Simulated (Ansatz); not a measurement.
# MoS2 (R3m): one cell under locks on the spin (series 3), part 3 of 3

What does it cost to force the spins of MoS2 (R3m) into other sizes and orders? Cell and atoms stay fixed.

Ansatz 0.2.0; DFT PBE+U (U = 4 eV, J = 0.9 eV on Mo d), plane waves, PAW.

### 5 Antiferromagnetic directions held

Contents of input.yaml:

```yaml
crystal:
  lattice:
    - [1.58149989, 0.91307939, 6.12332821]
    - [-1.58149989, 0.91307939, 6.12332821]
    - [0.0, -3.65231756, 12.24665642]
  atoms:
    - { symbol: Mo, position: [0.0, 0.0, 0.0], spin: 2.0 }
    - { symbol: S, position: [0.7484, 0.7484, 0.3742] }
    - { symbol: S, position: [0.5849, 0.5849, 0.29245] }
    - { symbol: Mo, position: [0.0, 0.0, 0.5], spin: -2.0 }
    - { symbol: S, position: [0.7484, 0.7484, 0.8742] }
    - { symbol: S, position: [0.5849, 0.5849, 0.79245] }
basis:
  ecutwfc: 420
  ecutrho_ratio: 4
kpoints:
  mp_grid: { grid: [7, 7, 4] }
hamiltonian:
  xc: pbe
  hubbard:
    sites:
      - { site: 0, l: d, u: 4.0, j: 0.9, starting_ns: [{ spin: up, occupation_matrix: s0up }, { spin: down, occupation_matrix: s0down }] }
      - { site: 3, l: d, u: 4.0, j: 0.9, starting_ns: [{ spin: up, occupation_matrix: s3up }, { spin: down, occupation_matrix: s3down }] }
    occupation_matrices:
      s0up:
        matrix:
          - [0.97, 0.0, 0.0, -0.0019, 0.0]
          - [0.0, 0.02003, 0.0, 0.0, -0.0057]
          - [0.0, 0.0, 0.02, 0.0, 0.0]
          - [-0.0019, 0.0, 0.0, 0.02, 0.0]
          - [0.0, -0.0057, 0.0, 0.0, 0.96997]
      s0down:
        matrix:
          - [0.02, 0.0, 0.0, 0.0, 0.0]
          - [0.0, 0.02, 0.0, 0.0, 0.0]
          - [0.0, 0.0, 0.02, 0.0, 0.0]
          - [0.0, 0.0, 0.0, 0.02, 0.0]
          - [0.0, 0.0, 0.0, 0.0, 0.02]
      s3up:
        matrix:
          - [0.02, 0.0, 0.0, 0.0, 0.0]
          - [0.0, 0.02, 0.0, 0.0, 0.0]
          - [0.0, 0.0, 0.02, 0.0, 0.0]
          - [0.0, 0.0, 0.0, 0.02, 0.0]
          - [0.0, 0.0, 0.0, 0.0, 0.02]
      s3down:
        matrix:
          - [0.97, 0.0, 0.0, -0.0019, 0.0]
          - [0.0, 0.02003, 0.0, 0.0, -0.0057]
          - [0.0, 0.0, 0.02, 0.0, 0.0]
          - [-0.0019, 0.0, 0.0, 0.02, 0.0]
          - [0.0, -0.0057, 0.0, 0.0, 0.96997]
    ns_hold: { iters: 8 }
scf:
  occupations: { method: gaussian, width: 0.05 }
  lower_state_search: "off"
  max_iter: 150
output:
  forces: true
  stress: true
  eigenvalues: true
  populations: true
  hubbard: { sites: [{ site: 0, l: d }, { site: 3, l: d }] }
magnetization:
  spin_polarized: true
  spin_locking: { lock_directions: true }
```

The typed matrices put 0.97 on the chosen orbitals and 0.02 on the others, and are held for 8 cycles. The lock stays on to the end, so the result is a constrained state.

On the command line:

```console
ansatz run input.yaml --threads 4 --pin off --max-ram 6144MiB --backend cpu --events-out ev --progress --plain --runs-dir out
```

Output:

```text
Warning: output.stress: scf.convergence.dr2_threshold = 1e-7 eV (the SCF's general default) is looser than the 6e-10 eV advised for a printed stress (1e-10 eV for each atom of the cell: 6). What an SCF threshold leaves in a stress goes as its square root, and in the free energy as the threshold itself, and one threshold admits the most on a small cell: of the crystals measured, under no hybrid functional and no lock of the moments, on runs that ended without the residual-converged pass, on stresses that held no estimate of that error, the worst erred by over 100 MPa in a component at 1e-7 eV an atom and by under 5 at 1e-10. Set scf.convergence.dr2_threshold to 6e-10 eV or tighter. The threshold is an SCF's pass mark: one that does not reach it within its budget of iterations ends unconverged, or closes short of it on a stop that the run arms, and scf.convergence.dr2_threshold's page says what that costs each kind of run
Warning: output.stress: the lock of the moments that magnetization.spin_locking holds to the close lets an SCF meet its threshold on dr2 anywhere within the lock's freeze window, and the stress can move with the moments there: no threshold on dr2 bounds that. The window is the square root of the freeze energy over magnetization.spin_locking.lambda. Set magnetization.spin_locking.freeze_energy_tol to 1e-7 of magnetization.spin_locking.lambda or tighter (1e-7 eV at magnetization.spin_locking.lambda's default), and hold the SCF's own gates tight with it: the threshold on dr2 and, on a non-collinear run, whose gate on the magnetisation can be let go, scf.convergence.magnetization_residual_energy_tol, under 2e-7 eV over the cell's volume in cubic angstroms (a run under these bars is not thereby shown to hold its stress)
Warning: RAYON_NUM_THREADS=4 ignored (pool sized by the plan → 4); use --threads N
basis.fft_grid_basis auto: the FFT boxes are laid along the combinations [[1, -1, 0], [0, 1, 0], [-1, -1, 1]] of the cell's own vectors, 3.163, 6.390 and 5.478 Å long. The dense box has 24×45×40 points. Along the cell's own vectors, as sized, it would have 45×45×90, 4.22 times as many. Of the 2 symmetry operations that the crystal satisfies within crystal.symmetry.tolerance (time reversal apart; of a slab, those that keep its plane) the dense box along the cell's own vectors carries 2, and the one as laid loses 1 of those. basis.fft_grid_basis: typed keeps the cell's own vectors: state it where this run's energies or levels are differenced outside the engine with another run's, or held beside a run that keeps those vectors.
Mo: projections on atomic orbitals take those of the free atom [Ar 3d10] 4s2 4p6 4d5 5s1, of charge +0.00 (hamiltonian.pseudopotentials.projection_atoms); the dataset's partial waves leave at most 6.0e-6 of an orbital's norm unspanned inside its sphere
S: projections on atomic orbitals take those of the free atom [Ne] 3s2 3p4, of charge +0.00 (hamiltonian.pseudopotentials.projection_atoms); the dataset's partial waves leave at most 1.6e-7 of an orbital's norm unspanned inside its sphere
[... 9 set-up lines as earlier in the session ...]
Crystal: 6 atoms, lattice volume = 106.108 Å³
Basis set: ecut = 420 eV, 2045 PW (Γ), FFT grids on a1−a2, a2, −a1−a2+a3, exchange–correlation on 48×90×80 points (8 copies of the dense FFT grid, shifted against one another)
Bands: 34, of which v1, the nominal top of the filled ones, is band 26 counted from 1 (25 counted from 0)
Symmetry: 2 space group operations
Space group: Cm (ITA 8), of the structure as read, at distance tolerance 4.7e-5 Å
Magnetic group: BNS 8.35 (UNI 42), of the structure as read, at distance tolerance 4.7e-5 Å
k-points: 60 of 196 (time reversal used)
[... 6 set-up lines as earlier in the session ...]
Starting moments: Σ|m| = 4 μB on 2 of 6 sites
Starting magnetic order: antiferromagnet; a translation exchanges its spin sublattices: spin-degenerate at every k-point
[... 2 set-up lines as earlier in the session ...]
SCF iter   1: F=-13500.445944 eV  HF=-13516.413730 eV  |F-HF|=1.60e1  |Δ(HF+E_count)|=         —  Δρ=6.48e-2 (↑6.48e-2 ↓6.48e-2)  dr2=1.89e1  dr2_m=1.48e0  M=0.000 μB ∫|m|=2.537 μB  β_m=0.30  ethr=3.10e-3  ⟨swp⟩=6.6  Hψ=18616  notcnv=0
preconditioner: auto → Kerker (q_TF=auto, 2.423 Å⁻¹)  [metal: Δε(μ)=0.007 eV  Ē_g=9.840 eV  σ=0.050 eV  W_gap=0.08  n_scr=28 (ndim 8)  ℏωp=21.6 eV  f_vac=0.003  D(μ)=1.38/eV (n_scr^D=6)]
spin=Collinear: Kerker preconditioning applied to the charge; magnetization (m = ρ↑ − ρ↓) channel mixes plain (no charge-response kernel on spin).
SCF iter   2: F=-13509.454947 eV  HF=-13513.528804 eV  |F-HF|=4.07e0  |Δ(HF+E_count)|=    2.88e0  Δρ=4.03e-2 (↑4.03e-2 ↓4.03e-2)  dr2=5.33e0  dr2_m=7.11e-1  M=0.000 μB ∫|m|=2.605 μB  β_m=0.50  ethr=3.10e-3  ⟨swp⟩=3.0  Hψ=9061  notcnv=0  defer=176
preconditioner: auto → Resta (q_TF=auto, 2.423 Å⁻¹)  ε∞=6.4  [insulator: Δε(μ)=0.164 eV  Ē_g=9.267 eV  σ=0.050 eV  W_gap=0.98  n_scr=28 (ndim 8)  ℏωp=21.6 eV  f_vac=0.005  D(μ)=0.04/eV (n_scr^D=0)  ε∞_Penn≈6.4]
spin=Collinear: Resta preconditioning applied to the charge; magnetization (m = ρ↑ − ρ↓) channel mixes plain (no charge-response kernel on spin).
SCF iter   3: F=-13512.604646 eV  HF=-13512.674307 eV  |F-HF|=6.97e-2  |Δ(HF+E_count)|=   8.54e-1  Δρ=1.06e-2 (↑1.06e-2 ↓1.06e-2)  dr2=1.96e-1  dr2_m=5.99e-2  M=0.000 μB ∫|m|=2.610 μB  β_m=0.75  ethr=3.10e-3  ⟨swp⟩=3.5  Hψ=8130  notcnv=0  defer=176
SCF iter   4: F=-13512.582611 eV  HF=-13512.727910 eV  |F-HF|=1.45e-1  |Δ(HF+E_count)|=   5.36e-2  Δρ=4.61e-3 (↑4.60e-3 ↓4.61e-3)  dr2=1.64e-1  dr2_m=9.48e-4  M=0.000 μB ∫|m|=2.567 μB  β_m=0.69  ethr=3.77e-4  ⟨swp⟩=3.0  Hψ=9419  notcnv=0  defer=196
SCF iter   5: F=-13512.697840 eV  HF=-13512.701379 eV  |F-HF|=3.54e-3  |Δ(HF+E_count)|=   2.65e-2  Δρ=9.65e-4 (↑9.65e-4 ↓9.65e-4)  dr2=5.57e-3  dr2_m=9.91e-5  M=-0.000 μB ∫|m|=2.573 μB  β_m=0.84  ethr=3.15e-4  ⟨swp⟩=2.0  Hψ=5555  notcnv=0  defer=196
SCF iter   6: F=-13512.701105 eV  HF=-13512.701118 eV  |F-HF|=1.27e-5  |Δ(HF+E_count)|=   2.61e-4  Δρ=1.78e-4 (↑1.78e-4 ↓1.75e-4)  dr2=1.95e-4  dr2_m=2.41e-6  M=0.000 μB ∫|m|=2.575 μB  β_m=0.92  ethr=1.07e-5  ⟨swp⟩=2.1  Hψ=5677  notcnv=0  defer=196
SCF iter   7: F=-13512.701186 eV  HF=-13512.701217 eV  |F-HF|=3.15e-5  |Δ(HF+E_count)|=   9.93e-5  Δρ=6.90e-5 (↑6.90e-5 ↓6.35e-5)  dr2=4.27e-5  dr2_m=9.38e-8  M=-0.000 μB ∫|m|=2.576 μB  β_m=0.88  ethr=3.76e-7  ⟨swp⟩=2.0  Hψ=6303  notcnv=0  defer=196
SCF iter   8: F=-13512.701205 eV  HF=-13512.701219 eV  |F-HF|=1.37e-5  |Δ(HF+E_count)|=   1.68e-6  Δρ=4.18e-5 (↑3.87e-5 ↓4.18e-5)  dr2=1.68e-5  dr2_m=3.25e-8  M=0.000 μB ∫|m|=2.576 μB  β_m=0.73  ethr=8.20e-8  ⟨swp⟩=2.3  Hψ=5855  notcnv=0  defer=196
SCF iter   9: F=-13512.701218 eV  HF=-13512.701218 eV  |F-HF|=3.26e-7  |Δ(HF+E_count)|=   1.19e-6  Δρ=7.07e-6 (↑7.07e-6 ↓6.35e-6)  dr2=2.82e-7  dr2_m=7.72e-9  M=-0.000 μB ∫|m|=2.576 μB  β_m=0.73  ethr=3.22e-8  ⟨swp⟩=2.1  Hψ=4930  notcnv=0  defer=196
Mixer restart at iter 9: flushing history
[... 23 lines left out ...]
SCF iter  29: F=-13517.693726 eV  HF=-13517.693726 eV  |F-HF|=1.52e-9  |Δ(HF+E_count)|=   1.01e-7  Δρ=1.31e-6 (↑1.07e-6 ↓1.31e-6)  dr2=1.99e-10  dr2_m=1.37e-9  M=0.000 μB ∫|m|=0.001 μB  β_m=0.97  ethr=2.28e-12  ⟨swp⟩=1.1  Hψ=15497  notcnv=0
iter 30 did not close the SCF: its close was put off for a magnetic moment that had not settled (scf_convergence_deferred on its scf_iter line)
SCF iter  30: F=-13517.693726 eV  HF=-13517.693726 eV  |F-HF|=1.08e-8  |Δ(HF+E_count)|=   3.11e-8  Δρ=3.47e-6 (↑3.05e-6 ↓3.47e-6)  dr2=5.38e-10  dr2_m=1.03e-8  M=0.000 μB ∫|m|=0.000 μB  β_m=0.79  ethr=1.00e-12  ⟨swp⟩=1.8  Hψ=16206  notcnv=0  recentre
iter 31 did not close the SCF: its close was put off for a magnetic moment that had not settled (scf_convergence_deferred on its scf_iter line)
SCF iter  31: F=-13517.693726 eV  HF=-13517.693726 eV  |F-HF|=1.14e-9  |Δ(HF+E_count)|=   2.68e-8  Δρ=1.03e-6 (↑1.01e-6 ↓1.03e-6)  dr2=1.01e-11  dr2_m=1.01e-9  M=0.000 μB ∫|m|=0.001 μB  β_m=0.79  ethr=1.00e-12  ⟨swp⟩=1.0  Hψ=14875  notcnv=0
iter 32 did not close the SCF: its close was put off for a magnetic moment that had not settled (scf_convergence_deferred on its scf_iter line)
SCF iter  32: F=-13517.693726 eV  HF=-13517.693726 eV  |F-HF|=9.46e-11  |Δ(HF+E_count)|=   1.14e-8  Δρ=3.48e-7 (↑2.84e-7 ↓3.48e-7)  dr2=1.50e-11  dr2_m=9.66e-11  M=0.000 μB ∫|m|=0.000 μB  β_m=0.87  ethr=1.00e-12  ⟨swp⟩=1.0  Hψ=14883  notcnv=0
iter 33 did not close the SCF: its close was put off for a magnetic moment that had not settled (scf_convergence_deferred on its scf_iter line)
SCF iter  33: F=-13517.693726 eV  HF=-13517.693726 eV  |F-HF|=6.00e-11  |Δ(HF+E_count)|=  4.26e-10  Δρ=2.48e-7 (↑2.39e-7 ↓2.48e-7)  dr2=7.99e-13  dr2_m=5.78e-11  M=0.000 μB ∫|m|=0.000 μB  β_m=0.93  ethr=1.00e-12  ⟨swp⟩=1.0  Hψ=10016  notcnv=0
SCF iter  34: F=-13517.693726 eV  HF=-13517.693726 eV  |F-HF|=1.64e-11  |Δ(HF+E_count)|=  4.60e-10  Δρ=1.39e-7 (↑1.22e-7 ↓1.39e-7)  dr2=9.87e-13  dr2_m=1.66e-11  M=0.000 μB ∫|m|=0.000 μB  ethr=1.00e-12  ⟨swp⟩=1.0  Hψ=11230  notcnv=0
WARN: the starting moments were not kept: the SCF closed with an absolute magnetisation of 8.5e-5 μB, where they sum to 4 μB in size (2 sites). That is at most 0.1 of that sum. Measured as dr2_m measures the in/out step, that magnetisation stands 9.8e-10 eV from none, at or under the dr2_threshold of 1.0e-7 eV: it is no larger than a step whose dr2_m would equal this threshold. The system may hold no moment; this SCF shows only that its start led to no more than that. To try another start: raise the starting moments (crystal.atoms[].spin, magnetization.per_species, magnetization.initial_magnetization, or on a non-collinear deck that types none of these the spinor_matrix: blocks that start its atoms; where the total moment is fixed, keep their sum and leave initial_magnetization as it is; typed ones take the place of any that the run laid by itself, positive ones on a crystal's lanthanoids without a Hubbard term where scf.initial_density.shell_occupations: [] is typed) or, if the notice of its spin-set hold's release reads "site moments contracting" or "site moments show no strong build", lengthen the hold (scf.mixing.spin_hold: { on: { confirm: 4 } }; for m-r²SCAN on two components see the key's manual first). Each may lead to a state that holds a moment.
WARN: hamiltonian.hubbard: on 4 of 4 specified blocks the occupation matrix of this SCF's result fails the test of the specified filling. At site 0 ↑ (sites count from 0 in the list of atoms of the cell that this SCF solves) the least filled combination of the orbitals specified full has occupation 0.533, and the fullest combination of the orbitals specified empty has occupation 0.533; the filling counts as kept where the first is at least 0.75 and exceeds the second by more than 0.25. The same holds at site 0 ↓, site 3 ↑, site 3 ↓. The state of this SCF's result may not hold the specified filling, though these bounds can also misjudge a state that does. This warning does not say which state is lower in energy, or whether the specified filling is a self-consistent state at all; see hamiltonian.hubbard.sites[].starting_ns, Limitations, and scf.initial_density.shell_occupations in the input reference
SCF 1 converged in 34 iterations: F = -13517.693726 eV  dr2 = 9.87e-13
this state was not tested for a lower state beside it, because a magnetisation constraint still acts at the end of the SCF (magnetization_constraint; see scf.lower_state_search)
SCF converged after 34 iterations
Magnetization: 0.0000 μB (26.0000 up, 26.0000 down)
Absolute magnetization: 0.0001 μB (∫|ρ↑−ρ↓|, with the PAW one-centre terms)
Spin contamination: 0.0000 ħ² per cell (⟨S²⟩ above its minimum at these occupations)
Per-site moments (μB) at R_I (Å): [(2.5576348654715813e-5, 0.9752095157577177), (2.197275929700024e-6, 0.9752095157577177), (2.2056560089503845e-6, 0.9753699504722424), (-2.5569002584084004e-5, 0.9752095157577177), (-2.2068389080534667e-6, 0.9752095157577177), (-2.2155729287163163e-6, 0.9753699504722421)]
--- Magnetisation constraints (ε_frz = 1.0e-4 eV) ---
  site  kind           target                            achieved (μB)             |Δ|max (μB)  g (eV/μB)                 λ_eff  esc  ok   flags
  0     per_site_axis  ê (+0.000, +0.000, +1.000) ≥0.00  (+0.000, +0.000, +0.000)  0.00e0       (+0.0e0, +0.0e0, +0.0e0)  1.000  0    yes
  3     per_site_axis  ê (+0.000, +0.000, -1.000) ≥0.00  (+0.000, +0.000, -0.000)  0.00e0       (+0.0e0, +0.0e0, +0.0e0)  1.000  0    yes
Free energy (F): -13517.693726 eV
Harris-Foulkes:  -13517.693726 eV  (|F-HF|=1.64e-11)
Internal energy: -13517.693726 eV  (E = F + TS)
E sigma→0 (E₀):  -13517.693726 eV
Fermi energy:    11.381417 eV
--- Per-component energies (eV) ---
  E_band       = -309.861798
  E_kinetic    = 1320.443040
  E_local      = -4059.250847  (includes V_loc(G=0)·N_el)
  E_nonlocal   = 399.183556
  E_hartree    = 1576.001602
  E_xc         = -759.873604
  E_vxc        = -813.842554  (∫ρ·V_xc dr)
  E_hubbard    = 7.660237  (on-site DFT+U / exact-exchange correction)
  E_vhub       = -0.885015  (the Hubbard potential's part of the band-sum identity)
  E_paw        = -8803.742794  (= ΣΔE_a)
  E_vpaw       = -307.513277  (= ΣTr[D̂ρ^β])
  E_aug_tail   = 0.000073  (compensation charges beyond the density's cutoff)
  E_ewald      = -3198.114990
  E_smearing   = -0.000000  (= −TS)
  E_closure    = 0.000000  (closes the sum)
  Σ components = -13517.693726   (vs F -13517.693726, Δ=0.00e0)
--- DFT+U+J on-site energies (Liechtenstein; fll double counting; per corrected site; eV) ---
  site 0 (l=d): U=4.0000  J=0.9000  Tr N=5.2276  E_int=44.233800  E_dc=40.403682  E_U=3.830119
  site 3 (l=d): U=4.0000  J=0.9000  Tr N=5.2276  E_int=44.233792  E_dc=40.403673  E_U=3.830119
--- Specified on-site occupations, and those of the state reported ---
  electrons in the specified blocks: 4.2000 specified, 10.4552 found
  site 0 (l=d) ↓: largest change of an orbital's occupation 0.5836; electrons 0.1000 specified, 2.6138 found; spectral distance 1.1295
  site 3 (l=d) ↑: largest change of an orbital's occupation 0.5836; electrons 0.1000 specified, 2.6138 found; spectral distance 1.1295
  site 0 (l=d) ↑: largest change of an orbital's occupation 0.5130; electrons 2.0000 specified, 2.6138 found; spectral distance 0.9985
  site 3 (l=d) ↓: largest change of an orbital's occupation 0.5130; electrons 2.0000 specified, 2.6138 found; spectral distance 0.9985
--- Forces (eV/Å), atoms counted from 1 ---
  atom   1  Mo     0.00000000     0.00006899    -0.00156816
  atom   2  S      0.00000000     0.00005871     1.28341568
  atom   3  S      0.00000000    -0.00012723    -1.28184755
  atom   4  Mo     0.00000000     0.00006896    -0.00156816
  atom   5  S      0.00000000     0.00005842     1.28341553
  atom   6  S      0.00000000    -0.00012753    -1.28184741
  max |Σ_I F_I| component: 3.19e-7 eV/Å
--- Stress (GPa, compression-positive) ---
        6.858112       0.000000       0.000000
        0.000000       6.870816      -0.001265
        0.000000      -0.001265      13.844989
  P = ⅓ Tr σ = 9.1913 GPa (91.913 kbar)
--- Band table (eV; the first three rows and the last of 120) ---
  k-point 0 ↑: bands = ["-50.4130", "-50.3706", "-24.7936", "-24.5738", "-24.4872", "-24.4730", "-24.3782", "-24.3778", "-4.1193", "-2.2796", "-2.1322", "-1.7599", "3.9382", "4.2666", "5.5037", "5.9144", "6.9366", "7.3272", "7.3275", "8.6605", "8.6611", "8.8729", "9.2913", "9.5183", "9.9110", "9.9375", "12.5533", "12.9838", "13.2004", "13.2008", "13.6385", "13.6387", "14.7032", "14.8467"]
  k-point 1 ↑: bands = ["-50.4066", "-50.3766", "-24.7347", "-24.5611", "-24.5000", "-24.4592", "-24.4411", "-24.3919", "-3.8781", "-2.4964", "-2.2132", "-1.8459", "4.2063", "4.4830", "5.8315", "6.1497", "6.8847", "7.1241", "7.5860", "7.9644", "8.3071", "8.9804", "9.0121", "9.2328", "9.8199", "10.1313", "12.6013", "12.6861", "12.9641", "13.1643", "13.3705", "13.6136", "14.4985", "14.7327"]
  k-point 2 ↑: bands = ["-50.3913", "-50.3913", "-24.5898", "-24.5898", "-24.5306", "-24.5306", "-24.4258", "-24.4257", "-3.2432", "-3.2432", "-2.0405", "-2.0405", "4.6628", "4.6628", "6.2166", "6.2166", "6.8725", "6.8725", "7.6417", "7.6417", "8.2539", "8.2539", "9.4227", "9.4227", "9.5917", "9.5917", "12.3988", "12.3989", "12.8931", "12.8931", "13.7939", "13.7939", "14.3097", "14.3097"]
  k-point 59 ↓: bands = ["-50.3873", "-50.3873", "-24.6121", "-24.6121", "-24.5225", "-24.5225", "-24.4520", "-24.4520", "-2.9030", "-2.9030", "-2.2057", "-2.2057", "5.2198", "5.2198", "6.2941", "6.2941", "6.5539", "6.5539", "6.9920", "6.9920", "8.1076", "8.1076", "9.2219", "9.2219", "9.4403", "9.4404", "12.5635", "12.5635", "13.0166", "13.0166", "13.3344", "13.3344", "14.8546", "14.8546"]
Occupation matrices written to <dir>
--- Löwdin populations: 6 sites ---
  site symbol       q [e]    m [muB]
     0     Mo     13.7218     0.0000
     1      S      6.0353     0.0000
     2      S      6.0385     0.0000
     3     Mo     13.7218    -0.0000
     4      S      6.0353    -0.0000
     5      S      6.0385    -0.0000
  spilling = 0.007860 (of n_electrons = 52.000000)
--- Occupation matrices: 2 shells (run DFT+U table (all-electron-ortho-atomic); ε = 3.11e-4) ---
  Mo0 d_4D: site group C3v (3m); on the run's cell Cs (m)
  Mo0 d_4D up     Tr n = 2.6138  λ = 0.472 0.472 0.533 0.533 0.604  [2× yz 0.50 E(1.00)/A'(0.50) | 2× xy 0.50 E(1.00)/A'(0.50) | z2 1.00 A1(1.00)/A'(1.00)]
  Mo0 d_4D dn     Tr n = 2.6138  λ = 0.472 0.472 0.533 0.533 0.604  [2× yz 0.50 E(1.00)/A'(0.50) | 2× xy 0.50 E(1.00)/A'(0.50) | z2 1.00 A1(1.00)/A'(1.00)]
  specified occupation → Mo0 d_4D up: matrix, ‖Δ‖_F = 0.9985, Tr Δ = -0.6138, displaced = 1.1102, d_λ = 0.9985; orbital distance = 0.7071
  specified occupation → Mo0 d_4D dn: matrix, ‖Δ‖_F = 1.1295, Tr Δ = -2.5138, displaced = 1.2569, d_λ = 1.1295; orbital distance = 0.0000
  Mo3 d_4D: site group C3v (3m); on the run's cell Cs (m)
  Mo3 d_4D up     Tr n = 2.6138  λ = 0.472 0.472 0.533 0.533 0.604  [2× yz 0.50 E(1.00)/A'(0.50) | 2× xy 0.50 E(1.00)/A'(0.50) | z2 1.00 A1(1.00)/A'(1.00)]
  Mo3 d_4D dn     Tr n = 2.6138  λ = 0.472 0.472 0.533 0.533 0.604  [2× yz 0.50 E(1.00)/A'(0.50) | 2× xy 0.50 E(1.00)/A'(0.50) | z2 1.00 A1(1.00)/A'(1.00)]
  specified occupation → Mo3 d_4D up: matrix, ‖Δ‖_F = 1.1295, Tr Δ = -2.5138, displaced = 1.2569, d_λ = 1.1295; orbital distance = 0.0000
  specified occupation → Mo3 d_4D dn: matrix, ‖Δ‖_F = 0.9985, Tr Δ = -0.6138, displaced = 1.1101, d_λ = 0.9985; orbital distance = 0.7071
  Tr n, λ and their labels are of the run-group-symmetrised matrices; stabiliser: 8 of 8 elements of G0×{1,Θ} (closed), max defect 3.3e-5 at τ = 6.6e-5
```

It took 73 s on 4 threads of Arm Neoverse V1, shared host; peak memory 0.69 GiB.

End state: a gap on the mesh of 0.78 eV, pressure 9.2 GPa, no moment over 0.05 μB in any sphere, largest force component 1.28 eV/Å, 2 symmetry operations imposed. The program reports that the typed filling wasn't kept.

How the shells are filled (orbitals counted by the eigenvalues of the occupation matrices):

| shell | channel | electrons | over 0.8 | 0.2 to 0.8 | under 0.2 |
| --- | --- | --- | --- | --- | --- |
| Mo 4d (atom 1) | up | 2.61 | 0 | 5 | 0 |
| Mo 4d (atom 1) | down | 2.61 | 0 | 5 | 0 |

### 6 Results

The summary covers parts 1 to 3.

Energies count from the lowest free state and have the smearing extrapolated to zero; for held moments they are taken at the target, with the constraint's term.

| start | energy (meV/atom) | gap (eV) | pressure (GPa) | largest moment (μB) | SCF cycles | time |
| --- | --- | --- | --- | --- | --- | --- |
| antiferromagnetic site moments held at first, then free (earlier series) | 0.0 | 0.78 | 9.2 | 0.00 | 30 | 49 s |
| antiferromagnetic directions held [held] | 0.0 | 0.78 | 9.2 | 0.00 | 34 | 73 s |
| total moment held at first, then free, 2.00 μB per cell | 0.0 | 0.78 | 9.2 | 0.00 | 28 | 42 s |
| no spin polarisation | 0.0 | 0.78 | 9.2 | 0.00 | 9 | 8.3 s |
| total moment locked at zero, no site moments, 0.00 μB per cell [held] | 0.0 | 0.78 | 9.2 | 0.00 | 9 | 8.3 s |

The 2 free runs end within about 1 meV/atom of each other. Spin polarisation gains nothing here. The lock of «antiferromagnetic directions held» costs nothing: that run ends at the energy of the lowest free state, with its moments gone, so the lock held nothing. Forces are 1.3 eV/Å or more in the runs compared: the fixed geometry is far from relaxed. The lowest state found need not be the ground state, and the geometry wasn't relaxed for any of them.
